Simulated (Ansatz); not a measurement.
MoSe2 under changes of volume

One of the cells (20.129 Å³/atom); the others are scaled copies at fixed shape and fractional positions:

```xyz
6
Lattice="3.2880 0.0000 0.0000 -1.6440 2.8475 0.0000 0.0000 0.0000 12.9000" Properties=species:S:1:pos:R:3 pbc="T T T"
Mo    1.6440    0.9492    9.6750
Mo    0.0000    1.8983    3.2250
Se    1.6440    0.9492    4.8375
Se    0.0000    1.8983   11.2875
Se    1.6440    0.9492    1.6125
Se    0.0000    1.8983    8.0625
```

| Property | Result |
| --- | --- |
| Program | Ansatz 0.2.0 |
| Functional | m-r2SCAN |
| Potentials or basis | Ansatz PAW |
| Cutoff | 500 eV (not typed: the program's choice for these potentials) |
| k mesh | 9 × 9 × 2 |
| Occupations | fermi-dirac, width 0.05 eV |
| Spin | no spin polarisation |

```tsv
volume (Å³/atom)	energy over the lowest point (meV/atom)	pressure (GPa)	gap on the mesh (eV)	largest force (eV/Å)
18.922	108.66	17.5	0.97	2.071
19.324	?	?	?	?
19.727	40.33	10.0	0.96	1.251
20.129	19.44	6.7	0.96	0.886
20.532	6.25	3.8	0.95	0.547
20.935	0.00	1.2	0.95	0.232
21.337	0.01	-1.2	0.94	0.059
```

Problem. What does the run at 19.324 Å³/atom give?

Solution. Energy over the lowest point 69.76 meV/atom; pressure 13.5 GPa; gap on the mesh 0.97 eV; largest force 1.646 eV/Å.

Worked out: A Birch-Murnaghan fit of order 3 (a polynomial in V^(-2/3)) to the other rows has its minimum at 21.13 Å³/atom with B0 = V·E''(V) = 124 GPa and B' = 4.4 at fixed shape and positions, which overstates the stiffness. It gives 69.79 meV/atom at 19.324 Å³/atom, against the run's 69.76, and -dE/dV = 13.5 GPa, against 13.5. A straight line through the other rows of the gap, of slope -0.235 eV per unit of ln V, gives 0.97 eV, against the run's 0.97.

Energies are extrapolated to zero smearing.

Caveats: odd divisions of the mesh miss points on the zone boundary, where band edges often lie, so the gap on the mesh can be too wide; the cell's inner coordinates are idealised or old, which leaves forces on the atoms; the PAW data sets come from PBE, with cores solved anew for the run's functional, which leaves a small shift of forces and pressure.

A mesh can miss the band edges. Spin-orbit coupling on Mo, Se is left out.
